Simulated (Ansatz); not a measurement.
## Levels at Γ against strain in WS₂

```xyz
3
Lattice="1.5790 0.9116 6.1633 -1.5790 0.9116 6.1633 0.0000 -1.8233 6.1633" Properties=species:S:1:pos:R:3 pbc="T T T"
W     0.0000    0.0000    0.0000
S     0.0000    0.0000   13.8730
S     0.0000    0.0000   10.7427
```

Atoms are numbered in the order listed.

The geometry is COD entry 9012192, unchecked; take it as a test cell.

No spin–orbit coupling, which matters for the heavy atoms here.

These are results of DFT, LDA, all-electron LAPW, scalar-relativistic in Ansatz 0.2.0, not measurements.

Settings: a Γ-centred 13×13×13 k mesh, Fermi–Dirac smearing of 0.08 eV, basis error target 0.5 meV/atom, no spin polarisation.

The strain is applied along the Cartesian axes of the cell as listed (the other components stay zero). Fractional coordinates are held (clamped ions).

The valence-band top of this crystal doesn't lie at Γ but 1.25 eV above the top filled level there.

Only quantities that a quadratic follows smoothly over the whole series are listed; rougher ones are left out.

```
    εzz  direct gap at Γ (eV)
-0.0300                 3.204
-0.0200                 3.280
-0.0100                 3.349
 0.0000                 3.411
 0.0200                 3.518
 0.0300                 3.564
```

Q: Fit the series and give the slopes at zero strain.

A: Least-squares fits y = p0 + p1 x + p2 x² to the rows give direct gap at Γ (eV): p1 = 5.98, p2 = -30.

Q: One run, at εzz = 0.0100, is withheld. Predict its row.

A: The fits give 3.468; the run gave 3.467.
